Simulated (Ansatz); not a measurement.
This script makes relaxations under a series of pressures of AlAs, space group F-43m with Ansatz 0.2.0 through its Python package.

`alas_compress.py`
```python
"""Volume and enthalpy of AlAs against pressure."""

import ansatz as az
import numpy as np
import pandas as pd

MESH = (6, 6, 6)
FILLING = "fixed"
XC = "r2scan"

def edges_and_angles(cell):
    cell = np.asarray(cell)
    a, b, c = np.linalg.norm(cell, axis=1)
    cosines = cell[1] @ cell[2] / (b * c), cell[0] @ cell[2] / (a * c), cell[0] @ cell[1] / (a * b)
    return (a, b, c, *np.degrees(np.arccos(cosines)))


def main() -> None:
    lattice = az.Lattice.of(
        (0.0, 2.8304, 2.8304),
        (2.8304, 0.0, 2.8304),
        (2.8304, 2.8304, 0.0),
    )
    sites = [
        ("Al", (0.0, 0.0, 0.0)),
        ("As", (0.25, 0.25, 0.25)),
    ]
    cell = az.Crystal(lattice=lattice)
    for symbol, position in sites:
        cell = cell.atom(symbol, position)

    base = (
        cell.calculation()
        .basis(39 * az.Ry)
        .kpoints(*MESH)
        .occupations(FILLING)
        .functional(XC)
    )

    # H = F + PV, with 1 GPa A^3 = 1/160.21766 eV
    rows = []
    for pressure in [-2, 0, 2, 5, 10]:
        outcome = base.relax(cell=True, pressure=pressure, force_tolerance=0.005, max_steps=100).run()
        cell = outcome.lattice.cell_ang
        n_atoms = len(outcome.lattice.sites)
        volume = abs(np.linalg.det(cell)) / n_atoms
        enthalpy = outcome.report["free_energy_ev"] / n_atoms + pressure * volume / 160.21766
        rows.append((pressure, volume, enthalpy, *edges_and_angles(cell)))
        print(f"{pressure} GPa done: {volume:.4f} A^3/atom")

    table = pd.DataFrame(rows, columns=["P_GPa", "V_A3_atom", "H_eV_atom", "a", "b", "c", "alpha", "beta", "gamma"])
    print(table.round(4).to_string(index=False))
    p, v = np.array([row[0] for row in rows], float), np.array([row[1] for row in rows])
    print("mean bulk modulus between rows (GPa):", np.round(-np.diff(p) / np.diff(np.log(v)), 1))


if __name__ == "__main__":
    main()
```

From its runs, with one value withheld:

| P (GPa) | relaxed V (Å³/atom) |
| --- | --- |
| -2 | 23.526 |
| 0 | 22.885 |
| 2 | ? |
| 5 | 21.595 |
| 10 | 20.593 |

What volume does the cell relax to at 2 GPa?

Murnaghan's form V = V0 (1 + B' P / B0)^(-1/B') through the 4 rows shown gives V0 = 22.887 Å³, B0 = 76.7 GPa and B' = 3.88, and so 22.325 Å³ an atom at 2 GPa. The run gave 22.331 Å³, 0.03 % away.

At a fixed pressure a relaxation lowers the enthalpy F + PV, while F alone can rise. The starting cell is as deposited in a crystallographic database; the results hold for this polymorph, which needn't be the stable one. Symmetry holds the cell in this phase, whether or not it is the stable one at each pressure. Run time: 52 s on 1 thread of Arm Neoverse V2 (shared host), peak memory 0.57 GiB.
